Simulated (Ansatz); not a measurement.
**GaP: one crystal by all-electron and frozen-core methods**

Aim: solve GaP at one geometry with full-potential LAPW, frozen-core PAW and datasets made for this crystal, and see where they agree.

Program: Ansatz 0.2.0. Level of theory: DFT PBE, scalar-relativistic. These are calculated values, not measurements.

1 further run of the same task is left out (set aside as unsound or not needed).

### Step 1. The starting structure

Symmetry: Fm-3m, No. 225, cubic system. Conventional cell: a = 5.161 Å, b = 5.161 Å, c = 5.161 Å, α = 90.00°, β = 90.00°, γ = 90.00°. Around Ga (site symmetry m-3m) lie 6 P at 2.58 Å. Around P (site symmetry m-3m) lie 6 Ga at 2.58 Å.

Coordinates:

```
Ga P
1.0
     0.00000    2.58047    2.58047
     2.58047    0.00000    2.58047
     2.58047    2.58047    0.00000
Ga P
1 1
Direct
  0.00000 0.00000 0.00000
  0.50000 0.50000 0.50000
```

The cell was relaxed by PAW from a hypothetical start (rocksalt type); it needn't be the stable phase of this composition.

Atoms are numbered in the order of the input: Ga1, P2.

### Step 2. Full-potential LAPW

File input.yaml:

```yaml
crystal:
  lattice:
    - [0.0, 2.5804676415, 2.5804676415]
    - [2.5804676415, 0.0, 2.5804676415]
    - [2.5804676415, 2.5804676415, 0.0]
  atoms:
    - { symbol: Ga, position: [0.0, 0.0, 0.0] }
    - { symbol: P, position: [0.5, 0.5, 0.5] }
kpoints:
  mp_grid: { grid: [12, 12, 12] }
  band_path:
    path:
      - [0.0, 0.0, 0.0]
      - [0.5, 0.0, 0.5]
      - [0.625, 0.25, 0.625]
      - [0.375, 0.375, 0.75]
      - [0.0, 0.0, 0.0]
      - [0.5, 0.5, 0.5]
      - [0.5, 0.25, 0.75]
      - [0.5, 0.0, 0.5]
    npoints: 8
scf:
  occupations: { method: fermi_dirac, width: 0.05 }
hamiltonian:
  xc: pbe
  pseudopotentials: { kind: all_electron, lapw: { basis_error: 0.001 } }
output:
  forces: true
  stress: true
  eigenvalues: true
  fatbands: true
  populations: true
  dos: { projected: true, de: 0.2, e_range: [-14, 8] }
```

What it wrote:

```text
Ga: projections on atomic orbitals take those of the free atom 1s2 2s2 2p6 3s2 3p6 3d10 4s2 4p1, of charge +0.00 (hamiltonian.pseudopotentials.projection_atoms)
P: projections on atomic orbitals take those of the free atom 1s2 2s2 2p6 3s2 3p3, of charge +0.00 (hamiltonian.pseudopotentials.projection_atoms)
LAPW: plane waves up to 7.568 Å⁻¹, error target 1.0e-3 eV per atom; small_component_spin mean_spin; P in spheres of 1.149 Å, 13 of its electrons in bands, Dirac shells []; Ga in spheres of 1.432 Å, 21 of its electrons in bands, Dirac shells []
Engine: ansatz 0.2.0
Pseudopotentials: kind: all_electron
Pseudopotential: Ga, LAPW, valence charge 21, Koelling and Harmon's equation, gaussian nucleus
Pseudopotential: P, LAPW, valence charge 13, Koelling and Harmon's equation, gaussian nucleus
Functional definition: PBE
  parameter kappa = 0.804
  parameter beta = 0.06672455060314922
  exchange = pbe_x(kappa = kappa, mu = beta*pi^2/3)
  correlation = pbe_c(beta = beta)
Crystal: 2 atoms, lattice volume = 34.366 Å³
Basis set: ecut = 218.19352587206376 eV, 259 PW (Γ), exchange–correlation at level 2
Bands: 21, of which v1, the nominal top of the filled ones, is band 17 counted from 1 (16 counted from 0)
Symmetry: 48 space group operations
Space group: Fm-3m (ITA 225), of the structure as read, at distance tolerance 3.3e-5 Å
k-points: 72 of 1728
Non-local potential: Ga, projectors of the file, none
Non-local potential: P, projectors of the file, none
Initial density: superposition of atomic densities (chi_scale 0.1, normalization cell, long waves kept (reshape's long-wave potential 0.00 eV rms))
Initial wavefunctions: plane waves of lowest kinetic energy (no species holds an atomic orbital)
Functional: x = pbe(κ = 0.804, μ = 0.2195149727645171), c = pbe(β = 0.06672455060314922)
iter 1 solved again at ethr=1.11e-3 eV; its pass at ethr=1.00e-1 eV (dr2=3.77e-1 eV) is discarded
SCF iter   1: F=—  HF=-62209.031715 eV  |F-HF|=—  |Δ(HF+E_count)|=         —  Δρ=2.67e-2  dr2=3.78e-1  ethr=1.11e-3  ⟨swp⟩=2.1  Hψ=10011  notcnv=0
preconditioner: auto → Kerker (q_TF=auto, 2.723 Å⁻¹)  [metal: Δε(μ)=0.052 eV  Ē_g=14.888 eV  σ=0.050 eV  W_gap=0.25  n_scr=14 (ndim 8)  ℏωp=26.9 eV  f_vac=0.000  D(μ)=1.24/eV (n_scr^D=14)]
SCF iter   2: F=—  HF=-62208.879877 eV  |F-HF|=—  |Δ(HF+E_count)|=   1.52e-1  Δρ=1.21e-2  dr2=6.60e-2  ethr=1.11e-3  ⟨swp⟩=2.0  Hψ=4519  notcnv=0
SCF iter   3: F=—  HF=-62208.868583 eV  |F-HF|=—  |Δ(HF+E_count)|=   1.13e-2  Δρ=8.12e-3  dr2=3.13e-2  ethr=1.94e-4  ⟨swp⟩=2.0  Hψ=4266  notcnv=0
SCF iter   4: F=—  HF=-62208.864749 eV  |F-HF|=—  |Δ(HF+E_count)|=         —  Δρ=4.09e-3  dr2=7.38e-3  ethr=9.22e-5  ⟨swp⟩=2.0  Hψ=4460  notcnv=0
the basis was enlarged: its passes take 45.9 KiB over the memory plan, 1 of 1 planned eigensolver slots
iter 5 solved again at ethr=5.16e-7 eV; its pass at ethr=2.17e-5 eV (dr2=1.75e-4 eV) is discarded
SCF iter   5: F=—  HF=-62208.866349 eV  |F-HF|=—  |Δ(HF+E_count)|=   1.60e-3  Δρ=6.96e-4  dr2=1.76e-4  ethr=5.16e-7  ⟨swp⟩=2.0  Hψ=7421  notcnv=0
SCF iter   6: F=—  HF=-62208.866443 eV  |F-HF|=—  |Δ(HF+E_count)|=   9.43e-5  Δρ=2.79e-4  dr2=2.30e-5  ethr=5.16e-7  ⟨swp⟩=3.0  Hψ=4361  notcnv=0
SCF iter   7: F=—  HF=-62208.866468 eV  |F-HF|=—  |Δ(HF+E_count)|=   2.48e-5  Δρ=7.54e-5  dr2=2.17e-6  ethr=6.78e-8  ⟨swp⟩=3.0  Hψ=4524  notcnv=0
SCF iter   8: F=—  HF=-62208.866471 eV  |F-HF|=—  |Δ(HF+E_count)|=   2.81e-6  Δρ=2.02e-5  dr2=2.18e-7  ethr=6.38e-9  ⟨swp⟩=3.0  Hψ=4540  notcnv=0
SCF iter   9: F=-62208.866471 eV  HF=-62208.866471 eV  |F-HF|=1.12e-8  |Δ(HF+E_count)|=  2.18e-10  Δρ=8.05e-6  dr2=3.22e-8  ethr=6.40e-10  ⟨swp⟩=2.5  Hψ=4291  notcnv=0
SCF 1 converged in 9 iterations: F = -62208.866471 eV  dr2 = 3.22e-8
NSCF: frozen V_eff on 57 k-points
SCF converged after 9 iterations
Free energy (F): -62208.866471 eV
Harris-Foulkes:  -62208.866471 eV  (|F-HF|=1.12e-8)
Internal energy: -62208.855659 eV  (E = F + TS)
E sigma→0 (E₀):  -62208.861065 eV
Entropy (-TS):   -0.010812 eV (-5.406 meV/atom)
Fermi energy:    10.922609 eV
--- Per-component energies (eV) ---
  E_band       = -1714.950352
  E_kinetic    = 63281.776167
  E_xc         = -2691.232984
  E_electrostatic = -122799.398842  (all electrons and nuclei)
  E_smearing   = -0.010812  (= −TS)
  E_closure    = 0.000000  (closes the sum)
  E_atoms      = -62200.568823  (free atoms, spherical and without spin; not in F)
  Σ components = -62208.866471   (vs F -62208.866471, Δ=0.00e0)
  Basis errors (estimates in eV, not in F): energy 3.6e-4 per atom: plane waves 3.3e-4 (1.8e-4 summed), levels above the bands 1.4e-65, relativity 1.1e-8, radial functions 2.8e-5, core shells 1.8e-14; eigenvalues (radial functions only) 2.3e-6; not estimated: angular momenta, meshes, grids; target (lapw.basis_error) 1.0e-3; muffin-tin radii P 1.149 Å, Ga 1.432 Å
--- Forces (eV/Å), atoms counted from 1 ---
  atom   1  Ga    -0.00000000    -0.00000000     0.00000000
  atom   2  P      0.00000000    -0.00000000    -0.00000000
  max |Σ_I F_I| component: 7.30e-30 eV/Å
--- Stress (GPa, compression-positive) ---
        0.021225      -0.000000      -0.000000
       -0.000000       0.021225       0.000000
       -0.000000       0.000000       0.021225
  P = ⅓ Tr σ = 0.0212 GPa (0.212 kbar)
--- Band table (eV; the first three rows and the last of 72) ---
  k-point 0: bands = ["-157.1727", "-132.5393", "-107.6575", "-107.6575", "-107.6575", "-83.2721", "-83.2721", "-83.2721", "-3.6701", "-3.6701", "-3.6478", "-3.6478", "-3.6478", "-2.2151", "10.9566", "10.9566", "10.9566", "12.3876", "18.0231", "18.0231", "18.0231"]
  k-point 1: bands = ["-157.1727", "-132.5393", "-107.6575", "-107.6575", "-107.6575", "-83.2721", "-83.2721", "-83.2721", "-3.6720", "-3.6720", "-3.6482", "-3.6454", "-3.6454", "-2.1112", "9.8894", "10.9464", "10.9464", "13.2113", "17.7018", "18.0119", "18.0119"]
  k-point 2: bands = ["-157.1727", "-132.5393", "-107.6575", "-107.6575", "-107.6575", "-83.2722", "-83.2721", "-83.2721", "-3.6783", "-3.6783", "-3.6496", "-3.6374", "-3.6374", "-1.8016", "8.2551", "10.9316", "10.9316", "14.0366", "16.9463", "16.9463", "17.2567"]
  k-point 71: bands = ["-157.1727", "-132.5393", "-107.6575", "-107.6575", "-107.6575", "-83.2722", "-83.2722", "-83.2722", "-3.8196", "-3.6744", "-3.6354", "-3.6354", "-3.5818", "1.8380", "5.2902", "6.3613", "6.3613", "13.5188", "15.5545", "18.4314", "18.4314"]
--- Löwdin populations: 2 sites ---
  site symbol       q [e]
     0     Ga     30.9444
     1      P     15.0065
  spilling = 0.001067 (of n_electrons = 46.000000)
```

It took 5 s on 1 thread, shared host.

In short: pressure 0.02 GPa; no gap.

At the corners of the path (eV, zero at the Fermi level):

```csv
point,band 14,band 15,band 16,band 17,band 18,band 19,band 20
Γ,-13.14,0.03,0.03,0.03,1.46,7.10,7.10
X,-9.32,-5.77,-3.09,-2.61,-2.61,3.45,10.93
U,-9.25,-6.00,-5.14,-1.92,-0.15,5.91,7.22
K,-9.25,-6.00,-5.14,-1.92,-0.15,5.91,7.22
Γ,-13.14,0.03,0.03,0.03,1.46,7.10,7.10
L,-10.39,-7.74,0.21,0.21,3.08,3.08,3.18
W,-9.08,-5.63,-4.56,-4.56,2.60,4.63,7.51
X,-9.32,-5.77,-3.09,-2.61,-2.61,3.45,10.93
```

States per cell, counted by energy window (eV from the Fermi level, on a grid of 0.20 eV):

```csv
from,to,total,P 3p,Ga 4p,Ga 4s,P 3s
-10,-9,0.78,0.02,0.17,0.04,0.53
-9,-8,0.00,0.00,0.00,0.00,0.00
-8,-7,0.13,0.07,0.00,0.05,0.00
-7,-6,0.66,0.31,0.04,0.27,0.04
-6,-5,0.70,0.32,0.09,0.20,0.08
-5,-4,0.61,0.30,0.13,0.11,0.06
-4,-3,0.74,0.39,0.20,0.10,0.05
-3,-2,1.02,0.61,0.29,0.06,0.04
-2,-1,1.01,0.66,0.25,0.06,0.03
-1,0,0.99,0.69,0.18,0.07,0.03
0,1,0.67,0.41,0.12,0.10,0.02
1,2,0.54,0.17,0.16,0.16,0.02
2,3,0.67,0.20,0.22,0.19,0.03
3,4,0.52,0.07,0.26,0.06,0.06
4,5,1.16,0.12,0.59,0.03,0.11
```

### Step 3. Frozen-core PAW

input.yaml: that of step 2 with these lines changed.

```diff
@@ -25,3 +25,3 @@
   xc: pbe
-  pseudopotentials: { kind: all_electron, lapw: { basis_error: 0.001 } }
+  pseudopotentials: { kind: paw }
 output:
@@ -30,4 +30,5 @@
   eigenvalues: true
-  fatbands: true
+  efg: { contact_densities: true }
   populations: true
+  bader: true
   dos: { projected: true, de: 0.2, e_range: [-14, 8] }
```

What it wrote, shortened:

```text
[...]
Pseudopotentials: kind: paw
Pseudopotential: Ga, paw, valence charge 13, recommended cutoff 420 eV (normal)
Pseudopotential: P, paw, valence charge 5, recommended cutoff 420 eV (normal)
[... 1 set-up line as earlier in the session ...]
[...]
Crystal: 2 atoms, lattice volume = 34.366 Å³
Basis set: ecut = 420 eV, 645 PW (Γ), exchange–correlation on 50×50×50 points (8 copies of the dense FFT grid, shifted against one another)
Bands: 13, of which v1, the nominal top of the filled ones, is band 9 counted from 1 (8 counted from 0)
[... 2 set-up lines as earlier in the session ...]
k-points: 72 of 1728
[...]
SCF iter   1: F=—  HF=-4538.744433 eV  |F-HF|=—  |Δ(HF+E_count)|=         —  Δρ=2.59e-3  dr2=3.42e-3  ethr=1.77e-3  ⟨swp⟩=5.9  Hψ=5946  notcnv=0
[...]
  P = ⅓ Tr σ = -0.0004 GPa (-0.004 kbar)
--- PAW observables at the nuclei: V_zz in 10²¹ V/m², potentials from the cell's mean, atoms counted from 1 ---
  atom   1  Ga V_zz =    -0.000000   η = 0.0000   by run symmetry: forbidden
            electrostatic potential = -4132.456897 V   contact ρ = 187423.571694 e/Å³
  atom   2  P  V_zz =    -0.000000   η = 0.0000   by run symmetry: forbidden
            electrostatic potential = -1496.523950 V   contact ρ = 16025.331820 e/Å³
--- Band table (eV; the first three rows and the last of 72) ---
  k-point 0: bands = ["-5.3745", "-5.3745", "-5.3514", "-5.3514", "-5.3514", "-3.9175", "9.2528", "9.2528", "9.2528", "10.6844", "16.3189", "16.3189", "16.3189"]
[...]
--- Löwdin populations: 2 sites ---
  site symbol       q [e]
     0     Ga     12.9771
     1      P      4.9641
  spilling = 0.003270 (of n_electrons = 18.000000)
--- Bader charges: 2 sites ---
  site symbol  charge [e]  shift [e]
     0     Ga      0.7574     0.0007
     1      P     -0.7574     0.0007
  estimated error of the sums over rays = 2.8e-4 e
```

It took 6.9 s on 1 thread, shared host.

Read from it: pressure 0.00 GPa; no gap.

```csv
atom,Bader charge (e),basin volume (Å³)
Ga1,+0.76,13.51
P2,-0.76,20.86
```

### Step 4. Datasets made for this crystal

input.yaml: that of step 3 with these lines changed.

```diff
@@ -25,3 +25,3 @@
   xc: pbe
-  pseudopotentials: { kind: paw }
+  pseudopotentials: { kind: all_electron, datasets: crystal }
 output:
@@ -31,4 +31 @@
   efg: { contact_densities: true }
-  populations: true
-  bader: true
-  dos: { projected: true, de: 0.2, e_range: [-14, 8] }
```

What it wrote, shortened:

```text
[...]
[... 1 set-up line as earlier in the session ...]
Pseudopotential: Ga, paw, valence charge 13, recommended cutoff 240 eV (normal), Koelling and Harmon's equation, gaussian nucleus
Pseudopotential: P, paw, valence charge 5, recommended cutoff 240 eV (normal), Koelling and Harmon's equation, gaussian nucleus
[... 1 set-up line as earlier in the session ...]
[...]
Crystal: 2 atoms, lattice volume = 34.366 Å³
Basis set: ecut = 240 eV, 283 PW (Γ), exchange–correlation on 40×40×40 points (8 copies of the dense FFT grid, shifted against one another)
Bands: 13, of which v1, the nominal top of the filled ones, is band 9 counted from 1 (8 counted from 0)
[... 2 set-up lines as earlier in the session ...]
k-points: 72 of 1728
[...]
--- Forces (eV/Å), atoms counted from 1 ---
  atom   1  Ga    -0.00000000     0.00000000     0.00000000
  atom   2  P      0.00000000    -0.00000000    -0.00000000
[...]
--- Stress (GPa, compression-positive) ---
        0.016914       0.000000      -0.000000
        0.000000       0.016914      -0.000000
       -0.000000       0.000000       0.016914
  P = ⅓ Tr σ = 0.0169 GPa (0.169 kbar)
--- PAW observables at the nuclei: V_zz in 10²¹ V/m², potentials from the cell's mean, atoms counted from 1 ---
  atom   1  Ga V_zz =    -0.000000   η = 0.0000   by run symmetry: forbidden
            electrostatic potential = -4132.412885 V   contact ρ = 187493.281804 e/Å³
  atom   2  P  V_zz =    -0.000000   η = 0.0000   by run symmetry: forbidden
            electrostatic potential = -1496.412347 V   contact ρ = 16038.284751 e/Å³
--- Band table (eV; the first three rows and the last of 72) ---
  k-point 0: bands = ["-3.6697", "-3.6697", "-3.6474", "-3.6474", "-3.6474", "-2.2151", "10.9567", "10.9567", "10.9567", "12.3878", "18.0231"]
[...]
```

Run time: 3.9 s. Hardware: 1 thread, shared host.

Result: pressure 0.02 GPa; no gap.

```csv
atom,contact density (e/Å³)
Ga1,187493.3
P2,16038.28
```

### Step 5. The methods compared

| method | pressure (GPa) | SCF cycles, all passes |
| --- | --- | --- |
| LAPW | 0.02 | 9 |
| PAW | 0.00 | 7 |
| crystal datasets | 0.02 | 8 |

### Step 6. Outcome

| quantity | value |
| --- | --- |
| pressure | LAPW 0.02, PAW 0.00, crystal datasets 0.02 GPa |
| gap (LAPW) | none |
| Bader charges (PAW) | Ga1 +0.76, P2 -0.76 e |

**Reading.** The pressure is within half a GPa of zero, so the volume is close to equilibrium at this level. Bands cross the Fermi level: the crystal is a metal at this level. Within 0.3 eV of the Fermi level the largest projected share is P 3p (74 %). The projection holds only the free atom's occupied shells (Ga 4s, Ga 4p, P 3s, P 3p in this range). In pressure, PAW differs from LAPW by -0.02 GPa.
